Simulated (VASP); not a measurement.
# ZnO (zincite) (P6_3mc) in VASP: notebook

Aim: see how the results for ZnO (zincite) move with the level of theory and the settings. Levels: PBE0, PBE. Tasks: single point.

Everything below comes from runs of VASP 6.6.1. Logs are shortened: lines on timing, memory, paths and dates and some standing lists are left out, and cuts for length are marked.

## 1. Starting point

The structure is hexagonal, space group P6_3mc (No. 186). The conventional cell has a = 3.249 Å, b = 3.249 Å, c = 5.206 Å, α = 90.00°, β = 90.00°, γ = 120.00°. Zn (site symmetry 3m) is surrounded by 4 O at 1.97 to 1.98 Å. O (site symmetry 3m) is surrounded by 4 Zn at 1.97 to 1.98 Å.

## 2. Single point, PBE0

POSCAR

```
ZnO
1.0
    3.2493080000      0.0000000000      0.0000000000
   -1.6246540000      2.8139832727      0.0000000000
    0.0000000000      0.0000000000      5.2057090000
Zn O
2 2
Direct
    0.6666666667      0.3333333333      0.0000000000
    0.3333333333      0.6666666667      0.5000000000
    0.3333333333      0.6666666667      0.8790100000
    0.6666666667      0.3333333333      0.3790100000
```

INCAR.step1

```
  ALGO = Normal
  EDIFF = 1E-5
  ENCUT = 400
  GGA = PE
  ISIF = 2
  ISMEAR = 0
  LASPH = True
  LCHARG = False
  LREAL = False
  LWAVE = True
  NBANDS = 26
  NELM = 100
  NKRED = 1
  PREC = Accurate
  SIGMA = 0.01
```

INCAR.step2

```
  AEXX = 0.25
  ALGO = Normal
  EDIFF = 1E-6
  ENCUT = 400
  GGA = PE
  ISIF = 2
  ISMEAR = 0
  ISTART = 1
  LASPH = True
  LCHARG = False
  LHFCALC = True
  LREAL = False
  LWAVE = False
  NBANDS = 26
  NELM = 100
  NKRED = 1
  PREC = Accurate
  PRECFOCK = Low
  SIGMA = 0.01
```

KPOINTS

```
k-points
0
Gamma
  5 5 3
```

Potentials or basis: VASP PAW PBE potentials, release 64 (Zn, O).

The run is started by

```
$ cat potpaw_PBE.64/Zn/POTCAR potpaw_PBE.64/O/POTCAR > POTCAR
$ cp INCAR.step1 INCAR
$ mpirun -np 1 vasp_std > vasp.out
$ cp INCAR.step2 INCAR
$ mpirun -np 1 vasp_std > vasp.out
```

OUTCAR:

```text
AEXX = 0.25
   EDIFF = 1E-6
   ENCUT = 400
   GGA = PE
   ISIF = 2
   ISMEAR = 0
   ISTART = 1
   LASPH = True
   LHFCALC = True
   LREAL = False
   NELM = 100
   NKRED = 1
   PREC = Accurate
   PRECFOCK = Low

 Found     10 irreducible k-points:

 Following reciprocal coordinates:
            Coordinates               Weight
  0.000000  0.000000  0.000000      1.000000
  0.200000 -0.000000  0.000000      6.000000
  0.400000 -0.000000  0.000000      6.000000
  0.200000  0.200000  0.000000      6.000000
  0.400000  0.200000  0.000000      6.000000
  0.000000  0.000000  0.333333      2.000000
   k-points           NKPTS =     10   k-points in BZ     NKDIM =     75   number of bands    NBANDS=     26
   number of dos      NEDOS =    301   number of ions     NIONS =      4
   total plane-waves  NPLWV =  20736
   dimension x,y,z NGX =    24 NGY =   24 NGZ =   36
   dimension x,y,z NGXF=    48 NGYF=   48 NGZF=   72
   ions per type =               2   2
   NGX,Y,Z   is equivalent  to a cutoff of  12.28, 12.28, 11.50 a.u.
   NGXF,Y,Z  is equivalent  to a cutoff of  24.56, 24.56, 22.99 a.u.
 SYSTEM =  unknown system
   PREC   = accura    normal or accurate (medium, high low for compatibility)
   ISTART =      1    job   : 0-new  1-cont  2-samecut
   ICHARG =      0    charge: 1-file 2-atom 10-const
   ISPIN  =      1    spin polarized calculation?
   LNONCOLLINEAR =      F non collinear calculations
   LSORBIT =      F    spin-orbit coupling
   LASPH  =      T    aspherical Exc in radial PAW
   ENCUT  =  400.0 eV  29.40 Ry    5.42 a.u.   5.30  5.30  8.49*2*pi/ulx,y,z
   NELM   =    100;   NELMIN=  2; NELMDL=  0     # of ELM steps
   EDIFF  = 0.1E-05   stopping-criterion for ELM
   LREAL  =      F    real-space projection
   EDIFFG = 0.1E-04   stopping-criterion for IOM
   NSW    =      0    number of steps for IOM
   IBRION =     -1    ionic relax: 0-MD 1-quasi-New 2-CG
   NFREE  =      0    steps in history (QN), initial steepest desc. (CG)
   ISIF   =      2    stress and relaxation
   ISYM   =      3    0-nonsym 1-usesym 2-fastsym
   POTIM  = 0.5000    time-step for ionic-motion
   TEBEG  =    0.0;   TEEND  =   0.0 temperature during run
   PSTRESS=    0.0 pullay stress
   NELECT =      36.0000    total number of electrons
   NUPDOWN=      -1.0000    fix difference up-down
   EMIN   =  10.00;   EMAX   =-10.00  energy-range for DOS
   EFERMI =   0.00;   METHOD = LEGACY
   ISMEAR =     0;   SIGMA  =   0.01  broadening in eV -4-tet -1-fermi 0-gaus
   EFERMI_NEDOS =   21; number of points for ismear=-14 and -15
   IALGO  =     38    algorithm
   IMIX   =      1    mixing-type and parameters
     AMIX     =   0.40;   BMIX     =  1.00
     AMIX_MAG =   1.60;   BMIX_MAG =  1.00
  volume/ion in A,a.u.               =      11.90        80.30
  Fermi-wavevector in a.u.,A,eV,Ry     =   1.491574  2.818667 30.270160  2.224794
  Thomas-Fermi vector in A             =   2.604212
   LORBIT       =      0    0 simple, 1 ext, 2 COOP (PROOUT), +10 PAW based schemes
   GGA     = PE    functional components
   LHFCALC =     T    Hartree Fock is set to
   PRECFOCK=low       Normal, Fast or Accurate (Low or Medium for compatibility)
   ENCUT4O =  -1.0   cutoff for four orbital integrals eV
   NKREDX  =     1    reduce k-point grid by
   NKREDY  =     1    reduce k-point grid by
   NKREDZ  =     1    reduce k-point grid by
   AEXX    =    0.2500 exact exchange contribution
   HFSCREEN=    0.0000 screening length (either q_TF or 0.3 A-1)
   HFSCREENC=   0.0000 screening length for correlation (either q_TF or 0.3 A-1)
   ENCUTFOCK=  -1.0 apply spherical cutoff to Coloumb kernel
   IVDW    =     0    specifies the selected vdW correction
   LEPSILON=     F    determine dielectric tensor
   LRPA    =     F    only Hartree local field effects (RPA)
 non-spin polarized calculation
 Gauss-broadening in eV      SIGMA  =   0.01
  energy-cutoff  :      400.00
  volume of cell :       47.60
 maximum number of plane-waves:       876
 NGX is ok and might be reduce to    24
  NGX = 12; NGY = 12; NGZ = 20

 number of electron      36.0000067 magnetization

 Free energy of the ion-electron system (eV)
  ---------------------------------------------------
  ext. energy  EPLUGINS =         0.00000000
  ---------------------------------------------------
  free energy    TOTEN  =       -23.90994942 eV

  energy without entropy =      -23.90994942  energy(sigma->0) =      -23.90994942

 E-fermi :  -0.3971     XC(G=0):  -8.5345

 val. band max:       -0.4658764533   @ k =   0.0000   0.0000   0.0000
 cond. band min:       2.7424780146   @ k =   0.0000   0.0000   0.0000
 fundamental gap:      3.2083544679
 Fermi energy:        -0.3970796897

 k-point     1 :       0.0000    0.0000    0.0000
  band No.  band energies     occupation
      1     -19.9780      2.00000
      2     -19.2213      2.00000
      3      -7.1104      2.00000
      4      -7.1098      2.00000
      5      -7.0776      2.00000
      6      -6.9103      2.00000
      7      -6.9100      2.00000
      8      -6.3821      2.00000
      9      -6.0630      2.00000
     10      -6.0620      2.00000
     11      -5.8588      2.00000
     12      -5.8574      2.00000
     13      -5.4316      2.00000
     14      -1.3430      2.00000
     15      -1.3420      2.00000
     16      -0.5203      2.00000
     17      -0.4671      2.00000
     18      -0.4659      2.00000
     19       2.7425      0.00000
     20       7.4855      0.00000
     21      10.6529      0.00000
     22      15.2866      0.00000
     23      15.2866      0.00000
     24      16.6068      0.00000
     25      16.7180      0.00000
     26      16.7182      0.00000

 k-point     2 :       0.2000   -0.0000    0.0000
  band No.  band energies     occupation
      1     -19.7666      2.00000
      2     -19.1362      2.00000
      3      -7.2078      2.00000
      4      -7.0000      2.00000
      5      -6.9821      2.00000
      6      -6.8539      2.00000
      7      -6.7345      2.00000
      8      -6.3066      2.00000
      9      -6.1396      2.00000
     10      -6.0589      2.00000
     11      -5.8420      2.00000
     12      -5.5949      2.00000
     13      -5.2845      2.00000
     14      -2.6815      2.00000
     15      -1.8941      2.00000
     16      -1.8653      2.00000
     17      -0.8267      2.00000
     18      -0.7504      2.00000
     19       4.6204      0.00000
     20       8.9420      0.00000
     21      10.5009      0.00000
     22      12.6227      0.00000
     23      14.6574      0.00000
     24      15.7300      0.00000
     25      16.1638      0.00000
     26      16.8932      0.00000

 k-point     3 :       0.4000   -0.0000    0.0000
  band No.  band energies     occupation
      1     -19.3616      2.00000
      2     -19.0389      2.00000
      3      -7.2186      2.00000
      4      -6.8756      2.00000
      5      -6.8722      2.00000
      6      -6.4836      2.00000
      7      -6.3886      2.00000
      8      -6.3671      2.00000
      9      -6.0510      2.00000
     10      -5.9393      2.00000
     11      -5.8169      2.00000
     12      -5.5731      2.00000
     13      -4.7690      2.00000
     14      -4.2551      2.00000
     15      -3.3944      2.00000
     16      -2.7270      2.00000
     17      -1.6397      2.00000
     18      -1.2498      2.00000
     19       7.2413      0.00000
     20       9.6428      0.00000
     21       9.8281      0.00000
     22      11.0970      0.00000
     23      13.3480      0.00000
     24      14.6715      0.00000
     25      15.7121      0.00000
     26      16.8594      0.00000

 k-point     4 :       0.2000    0.2000    0.0000
  band No.  band energies     occupation
      1     -19.4531      2.00000
      2     -19.0474      2.00000
      3      -7.0657      2.00000
      4      -7.0566      2.00000
      5      -6.8142      2.00000
      6      -6.7027      2.00000
      7      -6.4388      2.00000
      8      -6.2107      2.00000
      9      -6.1814      2.00000
     10      -6.0235      2.00000
     11      -5.8200      2.00000
     12      -5.5284      2.00000
     13      -4.7222      2.00000
     14      -3.5525      2.00000
     15      -3.5166      2.00000
     16      -2.7516      2.00000
     17      -1.4570      2.00000
     18      -1.3833      2.00000
     19       6.8072      0.00000
     20       9.9537      0.00000
     21      10.9188      0.00000
     22      11.2191      0.00000
     23      13.2945      0.00000
     24      14.3522      0.00000
     25      14.4812      0.00000
     26      17.4676      0.00000

 k-point     5 :       0.4000    0.2000    0.0000
  band No.  band energies     occupation
      1     -19.1954      2.00000
      2     -19.0500      2.00000
      3      -7.1243      2.00000
      4      -6.8310      2.00000
      5      -6.5682      2.00000
      6      -6.3702      2.00000
      7      -6.3099      2.00000
      8      -6.2437      2.00000
      9      -6.0608      2.00000
     10      -5.9856      2.00000
     11      -5.7285      2.00000
     12      -5.7150      2.00000
     13      -4.7516      2.00000
     14      -4.1930      2.00000
     15      -3.9910      2.00000
     16      -3.0413      2.00000
     17      -2.2063      2.00000
     18      -1.9149      2.00000
     19       9.1076      0.00000
     20       9.7048      0.00000
     21       9.8178      0.00000
     22      11.0347      0.00000
     23      13.2016      0.00000
     24      13.9491      0.00000
     25      15.0842      0.00000
     26      15.9354      0.00000

 k-point     6 :       0.0000    0.0000    0.3333
  band No.  band energies     occupation
      1     -19.7957      2.00000
      2     -19.4159      2.00000
      3      -7.1599      2.00000
      4      -7.0799      2.00000
      5      -7.0794      2.00000
      6      -7.0124      2.00000
      7      -6.9808      2.00000
      8      -6.9804      2.00000
      9      -5.9957      2.00000
     10      -5.9946      2.00000
     11      -5.8925      2.00000
     12      -5.8912      2.00000
     13      -3.9849      2.00000
     14      -1.9333      2.00000
     15      -1.1192      2.00000
     16      -1.1181      2.00000
     17      -0.6824      2.00000
     18      -0.6813      2.00000
     19       4.3792      0.00000
     20       6.5377      0.00000
     21      11.4852      0.00000
     22      13.9806      0.00000
     23      15.3508      0.00000
     24      15.3508      0.00000
     25      16.0044      0.00000
     26      16.0044      0.00000

 [... further k-points ...]
[... 5 lines left out ...]
  --------------------------------------------------------------------------------------
  -------------------------------------------------------------------------------------
  Total       -1.3928895     -1.3928895     -0.3357039      0.0000000      0.0000000      0.0000000
  in kB      -46.8851116    -46.8851116    -11.2999018      0.0000000      0.0000000      0.0000000
  external PRESSURE =     -35.0233750 kB  Pullay stress =       0.0000000 kB

 VOLUME and BASIS-vectors are now :
 -----------------------------------------------------------------------------
  energy-cutoff  :      400.00
  volume of cell :       47.60
      direct lattice vectors                 reciprocal lattice vectors
     3.249308000  0.000000000  0.000000000     0.307757836  0.177684070  0.000000000
    -1.624654000  2.813983273  0.000000000     0.000000000  0.355368139  0.000000000
     0.000000000  0.000000000  5.205709000     0.000000000  0.000000000  0.192096792

 POSITION                                       TOTAL-FORCE (eV/Angst)
 -----------------------------------------------------------------------------------
      1.62465      0.93799      0.00000         0.000000      0.000000     -0.072224
     -0.00000      1.87599      2.60285        -0.000000     -0.000000     -0.072224
     -0.00000      1.87599      4.57587         0.000000      0.000000      0.072224
      1.62465      0.93799      1.97302         0.000000     -0.000000      0.072224
 -----------------------------------------------------------------------------------
    total drift:                               -0.000000      0.000001     -0.030614

  FREE ENERGIE OF THE ION-ELECTRON SYSTEM (eV)
  ---------------------------------------------------
  free  energy   TOTEN  =       -23.9099494170 eV

  energy  without entropy=      -23.9099494170  energy(sigma->0) =      -23.90994942
```

It took 4.1 min on 1 thread of Intel Xeon 6975P-C (Granite Rapids), shared host; peak memory 0.15 GiB.

These settings aren't checked as converged: the numbers below hold their error.

What came out:

```yaml
Free_energy: -23.9099 eV
Largest_force: 0.072 eV/Å
Band_gap_on_the_k_mesh: 3.21 eV, direct
```

Caveat: the k mesh is coarse (spacing up to 0.45 Å⁻¹), so the values aren't converged, least of all with exact exchange; the cutoff is under 1.25 times the usual one of these potentials, so pressure, stress and relaxed cells hold a basis-set (Pulay) error; the PAW data sets were made with another functional, which shifts forces and pressure a little.

## 3. Single point, PBE (grid = ENCUT=600 dk=0.35 cell=2x2x2 ISMEAR=0 SIGMA=0.05 LREAL=Auto EDIFF=1e-07)

INCAR

```
PREC = Accurate
ENCUT = 600
EDIFF = 1E-7
ISMEAR = 0
SIGMA = 0.05
LREAL = Auto
LASPH = True
NELM = 120
ALGO = Fast
ISIF = 2
LWAVE = False
LCHARG = False
GGA = PE
NBANDS = 154
```

KPOINTS

```
Automatic mesh
0
Gamma
  4 4 2
```

POSCAR

```
ZnO
1.0
    6.4986160000      0.0000000000      0.0000000000
   -3.2493080000      5.6279665454      0.0000000000
    0.0000000000      0.0000000000     10.4114180000
Zn O
16 16
Direct
    0.3333333334      0.1666666666      0.0000000000
    0.3333333334      0.1666666666      0.5000000000
    0.3333333334      0.6666666666      0.0000000000
    0.3333333334      0.6666666666      0.5000000000
    0.8333333333      0.1666666666      0.0000000000
    0.8333333333      0.1666666666      0.5000000000
    0.8333333333      0.6666666666      0.0000000000
    0.8333333333      0.6666666666      0.5000000000
    0.1666666666      0.3333333334      0.2500000000
    0.1666666666      0.3333333334      0.7500000000
    0.1666666666      0.8333333333      0.2500000000
    0.1666666666      0.8333333333      0.7500000000
    0.6666666666      0.3333333334      0.2500000000
    0.6666666666      0.3333333334      0.7500000000
    0.6666666666      0.8333333333      0.2500000000
    0.6666666666      0.8333333333      0.7500000000
    0.1666666666      0.3333333334      0.4395050000
    0.1666666666      0.3333333334      0.9395050000
    0.1666666666      0.8333333333      0.4395050000
    0.1666666666      0.8333333333      0.9395050000
    0.6666666666      0.3333333334      0.4395050000
    0.6666666666      0.3333333334      0.9395050000
    0.6666666666      0.8333333333      0.4395050000
    0.6666666666      0.8333333333      0.9395050000
    0.3333333334      0.1666666666      0.1895050000
    0.3333333334      0.1666666666      0.6895050000
    0.3333333334      0.6666666666      0.1895050000
    0.3333333334      0.6666666666      0.6895050000
    0.8333333333      0.1666666666      0.1895050000
    0.8333333333      0.1666666666      0.6895050000
    0.8333333333      0.6666666666      0.1895050000
    0.8333333333      0.6666666666      0.6895050000
```

Potentials or basis: VASP PAW PBE potentials, release 64 (Zn, O).

The run is started by

```
$ cat potpaw_PBE.64/Zn/POTCAR potpaw_PBE.64/O/POTCAR > POTCAR
$ mpirun -np 1 vasp_std > vasp.out
```

Run time: 48 min. Hardware: 1 thread of AMD EPYC 7R43 (Zen 3), shared host; peak memory 0.71 GiB.

It converged, with:

| Item | Value |
| --- | --- |
| Free energy | -142.6080 eV |
| Pressure | 5.8 GPa |
| Largest force | 0.076 eV/Å |
| Band gap on the k mesh | 0.79 eV |

Forces on the atoms (eV/Å):
```
Zn   0.000  0.000 -0.076
Zn   0.000  0.000 -0.076
Zn   0.000  0.000 -0.076
Zn   0.000  0.000 -0.076
Zn   0.000  0.000 -0.076
Zn   0.000  0.000 -0.076
Zn   0.000  0.000 -0.076
Zn   0.000  0.000 -0.076
Zn   0.000  0.000 -0.076
Zn   0.000  0.000 -0.076
Zn   0.000  0.000 -0.076
Zn   0.000  0.000 -0.076
Zn   0.000  0.000 -0.076
Zn   0.000  0.000 -0.076
Zn   0.000  0.000 -0.076
Zn   0.000  0.000 -0.076
O    0.000  0.000  0.076
O    0.000  0.000  0.076
O    0.000  0.000  0.076
O    0.000  0.000  0.076
O    0.000  0.000  0.076
O    0.000  0.000  0.076
O    0.000  0.000  0.076
O    0.000  0.000  0.076
O    0.000  0.000  0.076
O    0.000  0.000  0.076
O    0.000  0.000  0.076
O    0.000  0.000  0.076
O    0.000  0.000  0.076
O    0.000  0.000  0.076
O    0.000  0.000  0.076
O    0.000  0.000  0.076
```

Stress tensor (GPa, compression positive):
```
5.21 0.00 0.00
0.00 5.21 0.00
0.00 0.00 6.93
```

Levels at points of the mesh, in eV from the valence-band top:
```
           k point  band 142  band 143  band 144  band 145  band 146  band 147
(0.00, 0.00, 0.00)     -0.07      0.00      0.00      0.79      3.46      3.46
(0.50, 0.00, 0.00)     -0.50     -0.39     -0.39      3.26      3.26      4.78
(0.00, 0.00, 0.50)     -0.12     -0.12     -0.12      1.93      1.93      4.71
(0.50, 0.00, 0.50)     -0.55     -0.55     -0.55      3.65      3.65      3.65
```

## 4. For comparison

An earlier run on the cell as given: functional PBE; potentials or basis VASP PAW PBE potentials, release 64 (Zn, O); cutoff 520 eV; k mesh 9 × 9 × 5; occupations fermi-dirac, width 0.05 eV; no spin polarisation.

- Pressure: 6.0 GPa
- Largest force: 0.074 eV/Å
- Band gap on the k mesh: 0.79 eV, direct
